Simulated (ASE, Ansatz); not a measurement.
# Settings and their price: PbS/SnS superlattice along [001] (384 atoms)

The cell holds 384 atoms: 32 Pb, 192 S and 160 Sn. Cell: a = 16.405 Å, b = 16.405 Å, c = 35.033 Å, α = 90.0°, β = 90.0°, γ = 90.0°. It derives from PbS and SnS. Rock-salt lattice with in-plane constant 5.8 Å; 1 period of PbS and 5 of SnS along [001], 4 x 4 in-plane cells; the two parts stretched along z by 1.0402 and 1.0; not relaxed, displaced by a Gaussian of 0.02 Å. Regions: PbS, 64 atoms (32 Pb and 32 S); SnS, 320 atoms (160 Sn and 160 S).

Geometry: as built.

Reference run: Kohn-Sham DFT, PBE, PAW (set soft_2), plane waves (Ansatz 0.2.0), cutoff 420 eV, Γ point, gaussian smearing of 0.05 eV.

- r.m.s. force component: 0.09251 eV/Å
- pressure: 1.583 GPa
- gap (highest filled to lowest empty level): 0.3331 eV
- SCF cycles: 10
- time: 13 s on 1 × NVIDIA GB200 with 32 threads of Arm Neoverse V2, shared host

Variants, in no order:
A. support functions high
B. support functions medium
C. support functions medium, radius 5.21 Å

Q: Order the variants from the smallest to the largest r.m.s. change of the forces.

A, C, B.

```
                                   variant  Δ force, r.m.s. (meV/Å)  share of r.m.s. force (%)
                 A. support functions high                    0.105                      0.113
C. support functions medium, radius 5.21 Å                    0.167                      0.180
               B. support functions medium                    0.386                      0.417
```

[Logs are printed without paths, hosts, clocks, repeated set-up lines and the standing remarks that a program may print on its own settings, such as how far it seeks lower states.]

[Hosts, paths, dates, database ids (printed as entryN), source tags and the programs' standing remarks are cut or masked in the printed files.]
